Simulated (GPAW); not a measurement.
The system is In.

```
In
1.0
    -1.88253    1.88253    1.88253
     1.88253   -1.88253    1.88253
     1.88253    1.88253   -1.88253
In
1
Direct
  0.00000 0.00000 0.00000
```

This isn't the form of In at room conditions, which is tetragonal.

```yaml
Program: GPAW 26.7.0
Task: relaxation of cell and atoms
Functional: PBEsol
Potentials_or_basis: PAW data sets generated in the run's folder for this functional
Cutoff: 600 eV
Basis: pw
k_mesh: 10 × 10 × 10
Occupations: fermi-dirac, width 0.05 eV
Spin: no spin polarisation
```

At the start: pressure -1.7 GPa; volume 26.69 Å³/atom.

Question: How do energy, volume and symmetry change on relaxing?

Answer: Over 3 steps the energy falls by 5.8 meV/atom and the volume is 25.51 Å³/atom (-4.4 %); space group Im-3m (No. 229, to 0.05 Å).

The path:
| step | energy change (eV) | largest force (eV/Å) | pressure (GPa) | volume (Å³) |
| --- | --- | --- | --- | --- |
| 1 | 0.0000 | 0.0000 | -1.66 | 26.69 |
| 2 | -0.0027 | 0.0000 | -1.24 | 26.37 |
| 3 | -0.0058 | 0.0000 | 0.09 | 25.51 |

Final structure:
```
CELL_PARAMETERS angstrom
-1.85435 1.85435 1.85435
1.85435 -1.85435 1.85435
1.85435 1.85435 -1.85435
ATOMIC_POSITIONS crystal
In 0.00000 0.00000 0.00000
```

Caveat: later steps reuse the first step's grids.
